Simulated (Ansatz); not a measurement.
# AgI: the cost of one run

Program: Ansatz 0.2.0. Level of theory: DFT PBEsol, scalar-relativistic, plane waves, PAW. These are calculated values, not measurements.

The COD entry's cell or inner coordinates are ideal or old and differ from later refinements, so a difference from it is no clean test against experiment.

1 further run of the same task is left out (set aside as unsound or not needed).

## 1. The starting structure

The structure is cubic, space group F-43m (No. 216). The conventional cell has a = 6.450 Å, b = 6.450 Å, c = 6.450 Å, α = 90.00°, β = 90.00°, γ = 90.00°. Around Ag (site symmetry -43m) lie 4 I at 2.79 Å. Around I (site symmetry -43m) lie 4 Ag at 2.79 Å.

Structure file:

```cif
data_structure
_symmetry_space_group_name_H-M 'P 1'
_symmetry_Int_Tables_number 1
_cell_length_a 4.5610
_cell_length_b 4.5610
_cell_length_c 4.5610
_cell_angle_alpha 60.000
_cell_angle_beta 60.000
_cell_angle_gamma 60.000
_cell_volume 67.09
loop_
_atom_site_label
_atom_site_type_symbol
_atom_site_fract_x
_atom_site_fract_y
_atom_site_fract_z
_atom_site_occupancy
Ag1 Ag 0.00000 0.00000 0.00000 1
I1 I 0.75000 0.75000 0.75000 1
```

This cell was relaxed beforehand with the same method: volume 33.55 Å³/atom, gap on the mesh 1.20 eV.

## 2. The bulk's band edges

File input.yaml:

```yaml
crystal:
  lattice:
    - [0.0, 3.2250958904, 3.2250958904]
    - [3.2250958904, 0.0, 3.2250958904]
    - [3.2250958904, 3.2250958904, 0.0]
  atoms:
    - { symbol: Ag, position: [0.0, 0.0, 0.0] }
    - { symbol: I, position: [0.75, 0.75, 0.75] }
basis:
  ecutwfc: 420
kpoints:
  mp_grid: { grid: [8, 8, 8] }
  band_path: { path: [VBM, CBM], npoints: 2 }
hamiltonian:
  xc: pbesol
scf:
  occupations: { method: gaussian, width: 0.02 }
output:
  forces: true
  stress: true
  eigenvalues: true
```

Q: Estimate wall time and peak memory on 1 thread of an x86-64 CPU, shared host.

About 5 s, with a peak of 0.39 GiB.
